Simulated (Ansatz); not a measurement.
Crystal: WC.

```
CELL_PARAMETERS angstrom
0.00000 2.19268 2.19268
2.19268 0.00000 2.19268
2.19268 2.19268 0.00000
ATOMIC_POSITIONS crystal
W 0.00000 0.00000 0.00000
C 0.50000 0.50000 0.50000
```

Measurements of this composition are mostly on another form, of space group No. 187.

| Item | Value |
| --- | --- |
| Program | Ansatz 0.2.0 |
| Task | relaxation of cell and atoms |
| Functional | PBEsol |
| Dispersion | D4 |
| Potentials or basis | Ansatz PAW |
| Cutoff | 420 eV (not typed: the program's choice for these potentials) |
| k mesh | 10 × 10 × 10 |
| Occupations | fermi-dirac, width 0.05 eV |
| Spin | no spin polarisation |

At the start: volume 10.54 Å³/atom.

Q: How do energy, volume and symmetry change on relaxing?

A: It ends after 7 steps and the volume is 10.15 Å³/atom (-3.8 %); space group Fm-3m (No. 225, to 0.05 Å).

Step by step:
| step | energy change (eV) | largest force (eV/Å) | volume (Å³) |
| --- | --- | --- | --- |
| 1 | 0.0000 | 0.0000 | 21.08 |
| 2 | -0.0293 | 0.0000 | 19.92 |
| 3 | -0.0374 | 0.0000 | 20.32 |
| 4 | -0.0375 | 0.0000 | 20.30 |
| 5 | -0.0361 | 0.0000 | 20.30 |
| 6 | -0.0361 | 0.0000 | 20.29 |
| 7 | -0.0360 | 0.0000 | 20.29 |

Final structure:
```yaml
crystal:
  lattice:
    - [0.00000, 2.16488, 2.16488]
    - [2.16488, 0.00000, 2.16488]
    - [2.16488, 2.16488, 0.00000]
  atoms:
    - { symbol: W, position: [0.00000, 0.00000, 0.00000] }
    - { symbol: C, position: [0.50000, 0.50000, 0.50000] }
```

Caveat: the plane-wave basis is chosen anew once the cell has moved, so the energies of steps on either side of that aren't comparable; the pressure holds a Pulay correction of +0.3 GPa for the finite cutoff; pairwise dispersion overbinds metals, which lowers pressure and volume; the PAW data sets come from PBE, with cores solved anew for the run's functional, which leaves a small shift of forces and pressure.
